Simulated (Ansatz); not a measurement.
RuO2 (rutile)

```yaml
crystal:
  lattice:
    - [4.47993, 0.00000, 0.00000]
    - [0.00000, 4.47993, 0.00000]
    - [0.00000, 0.00000, 3.10691]
  atoms:
    - { symbol: Ru, position: [0.50000, 0.50000, 0.50000] }
    - { symbol: Ru, position: [0.00000, 0.00000, 0.00000] }
    - { symbol: O, position: [0.80532, 0.80532, 0.50000] }
    - { symbol: O, position: [0.30532, 0.69468, 0.00000] }
    - { symbol: O, position: [0.69468, 0.30532, 0.00000] }
    - { symbol: O, position: [0.19468, 0.19468, 0.50000] }
```

Grid over V/V₀ and (c/a)/(c/a)₀, subscript 0 meaning the relaxed cell; the conventional c axis lies along z; no internal relaxation.

All values below come from r2SCAN (plane waves to 500 eV, PAW, scalar-relativistic; Ansatz, a quantum-chemistry and plane-wave program). k mesh 11×11×15 (Γ-centred), Fermi-Dirac smearing 0.05 eV. Stress and pressure are positive under compression. As the atoms are clamped, bonds stretch with the cell, which overstates energies and stresses. With partly filled bands, the response to shear is sensitive to the k mesh, so small differences along c/a are uncertain. RuO2 is run without spin polarisation and with no Hubbard U. RuO2 was relaxed with its symmetry unable to fall.

At one point of the scan the stress tensor (GPa) is:

```
   42.7      0.0      0.0
    0.0     42.7      0.0
    0.0      0.0     -5.6
```

Problem. Which point is it?
A. V/V₀ = 0.920, (c/a)/(c/a)₀ = 1.000
B. V/V₀ = 0.960, (c/a)/(c/a)₀ = 0.880
C. V/V₀ = 0.920, (c/a)/(c/a)₀ = 1.120
D. V/V₀ = 0.960, (c/a)/(c/a)₀ = 1.000

Solution. C, V/V₀ = 0.920, (c/a)/(c/a)₀ = 1.120

(A scan under strain: stresses follow from slopes of the energy per volume, elastic moduli from its curvatures.)
